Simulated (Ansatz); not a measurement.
**Orbital-resolved density of states of Mg₂Si**

```yaml
crystal:
  lattice:
    - [0.00000, 3.19500, 3.19500]
    - [3.19500, 0.00000, 3.19500]
    - [3.19500, 3.19500, 0.00000]
  atoms:
    - { symbol: Mg, position: [0.25000, 0.25000, 0.25000] }
    - { symbol: Mg, position: [0.75000, 0.75000, 0.75000] }
    - { symbol: Si, position: [0.00000, 0.00000, 0.00000] }
```

Atom numbers follow the list: Mg1, Mg2, Si3.

The cell is COD entry 9009039, as deposited and not checked against the literature; nothing was relaxed. It differs from other determinations.

The calculation used DFT, PBEsol, all-electron LAPW, scalar-relativistic in Ansatz 0.2.0.

Sampling and basis: a Γ-centred 9×9×9 k mesh, Fermi–Dirac smearing of 0.05 eV, basis error target 0.5 meV/atom, no spin polarisation.

States per eV for one atom of each kind, in 0.4 eV bins named by their centres, from the valence-band top, projected on a minimal set of Löwdin-orthogonalised atomic shells; orbitals are real harmonics on the Cartesian axes, equal curves share a column, and empty bins are left out, as is all above 2.2 eV, near the top of the computed bands.

Si3 3p:

```
# E all pz=px=py
-8.6 0.01 0.00
-8.2 0.02 0.01
-7.8 0.03 0.01
-7.4 0.03 0.01
-4.6 0.14 0.05
-4.2 0.91 0.30
-3.8 1.08 0.36
-3.4 0.59 0.20
-3.0 0.77 0.26
-2.6 0.78 0.26
-2.2 1.14 0.38
-1.8 1.56 0.52
-1.4 1.51 0.50
-1.0 1.48 0.49
-0.6 0.94 0.31
-0.2 0.28 0.09
0.6 0.01 0.00
1.0 0.04 0.01
1.4 0.10 0.03
1.8 0.22 0.07
```

Mg1 3s:

```
# E all
-9.0 0.03
-8.6 0.11
-8.2 0.15
-7.8 0.19
-7.4 0.16
-7.0 0.01
-4.6 0.04
-4.2 0.24
-3.8 0.24
-3.4 0.11
-3.0 0.14
-2.6 0.12
-2.2 0.10
-1.8 0.07
-1.4 0.05
-1.0 0.02
-0.6 0.01
0.6 0.05
1.0 0.13
1.4 0.24
1.8 0.40
```

Si3 3s:

```
# E all
-9.0 0.04
-8.6 0.20
-8.2 0.39
-7.8 0.84
-7.4 1.52
-7.0 0.56
-4.2 0.06
-3.8 0.14
-3.4 0.10
-3.0 0.09
-2.6 0.07
-2.2 0.06
-1.8 0.04
-1.4 0.03
-1.0 0.02
-0.6 0.01
0.6 0.01
1.0 0.01
1.4 0.06
1.8 0.14
```
